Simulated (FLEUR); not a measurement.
The system is KCl (Sylvite).

```
CELL_PARAMETERS angstrom
0.00000 3.14647 3.14647
3.14647 0.00000 3.14647
3.14647 3.14647 0.00000
ATOMIC_POSITIONS crystal
K 0.00000 0.00000 0.00000
Cl 0.50000 0.50000 0.50000
```

Base run:

- Program: FLEUR MaX-R8.1 (later development tree)
- Functional: RPBE
- Potentials or basis: all-electron
- Basis: FLAPW
- Kmax: 4.1 1/bohr
- k mesh: 7 × 7 × 7
- Occupations: fermi-dirac, width 0.05 eV
- Spin: no spin polarisation

Its results: band gap on the k mesh 5.81 eV, direct.

Task: After a change of settings the same cell gave: band gap on the k mesh 5.70 eV, direct. Which change was it?
A. functional from RPBE to PBEsol
B. functional from RPBE to LDA; lmax from K 11, Cl 11 to K 10, Cl 10
C. functional from RPBE to WC
D. functional from RPBE to r2SCAN

Result: D.

Caveats: the meta-GGA is that of a development version, with a GGA for the radial functions and cores and without core tails (some runs).

Not every run made on this cell is shown here.
